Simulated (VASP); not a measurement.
Wanted: the native input for a VASP 6.6.1 run.

* Task: relaxation of the atoms
* Functional: LDA
* Potentials or basis: VASP PAW LDA potentials, release 64 (Mo_sv)
* Cutoff: 600 eV
* k mesh: 16 × 16 × 16
* Occupations: methfessel-paxton, width 0.1 eV
* Spin: no spin polarisation
* Further INCAR settings: ALGO = Normal; EDIFF = 1e-07; IBRION = 2; EDIFFG = -0.01; NSW = 40

The structure of Mo lies in POSCAR:

```
Mo                                      
1.0
   -1.5365473773      1.5365473773      1.5365473773
    1.5365473773     -1.5365473773      1.5365473773
    1.5365473773      1.5365473773     -1.5365473773
  Mo            
     1
Direct
     0.0000000000000000    0.0000000000000000    0.0000000000000000
```

The cell isn't the ideal one: a relaxed cell with its volume scaled by 0.96.

These files were run (other wordings do the same):

INCAR

```
SYSTEM = Mo
PREC = Accurate
ENCUT = 600
EDIFF = 1E-7
ISMEAR = 1
SIGMA = 0.1
LREAL = .False.
LASPH = .True.
NELM = 80
ALGO = Normal
ISIF = 2
LWAVE = .False.
LCHARG = .False.
GGA = CA
IBRION = 2
NSW = 40
EDIFFG = -0.01
```

KPOINTS

```
Automatic mesh
0
Gamma
  16 16 16
  0 0 0
```

Potentials or basis: VASP PAW LDA potentials, release 64 (Mo_sv).

Run with:

```bash
$ cat potpaw_LDA.64/Mo_sv/POTCAR > POTCAR
$ mpirun -np 1 vasp_std > vasp.out
```

Results of the run:

```yaml
Pressure_after_relaxing: 12.9 GPa
Band_gap_on_the_k_mesh: none (metal or under the smearing width)
```

Caveat: the relaxation stopped at its first step, so nothing moved.

Run time: 18 s on 1 thread of AMD EPYC 7R13 Processor (Zen 3) (shared host), peak memory 0.12 GiB.
